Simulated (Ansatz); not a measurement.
The system is AlNi.

```
Ni Al
1.0
     2.88100    0.00000    0.00000
     0.00000    2.88100    0.00000
     0.00000    0.00000    2.88100
Ni Al
1 1
Cartesian
  1.4405 1.4405 1.4405
  0.0000 0.0000 0.0000
```

```yaml
Program: Ansatz 0.2.0
Task: relaxation of cell and atoms
Functional: PBE
Dispersion: D3(BJ)
Potentials_or_basis: all-electron LAPW, scalar-relativistic
Basis_error_allowed: 0.001 eV/atom
k_mesh: 9 × 9 × 9
Occupations: fermi-dirac, width 0.05 eV
Spin: collinear spin, ferromagnetic start
Starting_moments: "[1.0, 0.0] μB"
```

At the start: volume 11.96 Å³/atom.

Q: Where does the relaxation end?

A: Over 5 steps the energy falls by 4.1 meV/atom and the volume is 11.65 Å³/atom (-2.5 %); space group Pm-3m (No. 221, to 0.05 Å); moment 0.00 μB per cell.

Step by step:
```tsv
step	energy change (eV)	largest force (eV/Å)	volume (Å³)
1	0.0000	0.0000	23.91
2	-0.0069	0.0000	23.54
3	-0.0082	0.0000	23.29
4	-0.0082	0.0000	23.31
5	-0.0082	0.0000	23.31
```

Final structure:
```xyz
2
Lattice="2.8564 0.0000 0.0000 0.0000 2.8564 0.0000 0.0000 0.0000 2.8564" Properties=species:S:1:pos:R:3 pbc="T T T"
Ni    1.4282    1.4282    1.4282
Al    0.0000    0.0000    0.0000
```

Caveat: the starting moments weren't kept.
